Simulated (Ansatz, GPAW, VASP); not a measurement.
## Pb: programs and potentials compared

```
CELL_PARAMETERS angstrom
0.00000 2.47502 2.47502
2.47502 0.00000 2.47502
2.47502 2.47502 0.00000
ATOMIC_POSITIONS crystal
Pb 0.00000 0.00000 0.00000
```

Alike in all runs: task single point; functional PBE; k mesh 9 × 9 × 9; occupations gaussian, width 0.011 eV; no spin polarisation; no spin-orbit coupling. Pressure is positive in compression and, in plane waves, holds the error of the finite cutoff, which Ansatz's Pulay term estimates and takes out.

| program and potentials | plane-wave cutoff (eV) | notes | pressure (GPa) |
| --- | --- | --- | --- |
| Ansatz, Ansatz PAW | 420 | Pulay term of +0.02 GPa included | 2.25 |
| VASP, PBE PAW files Pb_d, 520 eV | 520 | - | 2.17 |
| Ansatz, all-electron LAPW, scalar-relativistic | - | - | 2.26 |
| GPAW, GPAW PAW data sets (gpaw-data 1.2.1) | 600 | - | 2.00 |

The pressure spans 2.00 (GPAW, GPAW PAW data sets (gpaw-data 1.2.1)) to 2.26 GPa (Ansatz, all-electron LAPW, scalar-relativistic), with all-electron results at 2.26.

Differences between rows come from potentials, basis sets and numerical settings, since the functional is the same but for its coding. Runs on potential files found faulty are left out.

All four runs give a positive pressure, so with PBE this cell is compressed and the equilibrium lattice would be larger. The cell is close to the measured one for fcc lead, and the sign fits the known tendency of PBE to bind heavy metals too weakly and overestimate their lattice constants. The pressure therefore probably reflects mainly the functional, not a fault in any one potential.

Ansatz PAW, at 2.25 GPa, almost reproduces the all-electron 2.26 GPa, and VASP lies slightly lower. GPAW stands furthest away at 2.00 GPa, perhaps through its data set or a remaining basis error. Lead is a soft metal, so even a modest pressure offset corresponds to a more noticeable shift in equilibrium volume than it would in a stiff transition metal. Still, the offsets between programs are much smaller than the pressure they share. Their agreement doesn't show how spin-orbit splitting of the valence p shell would change the equilibrium volume, as that contribution is absent from every row.
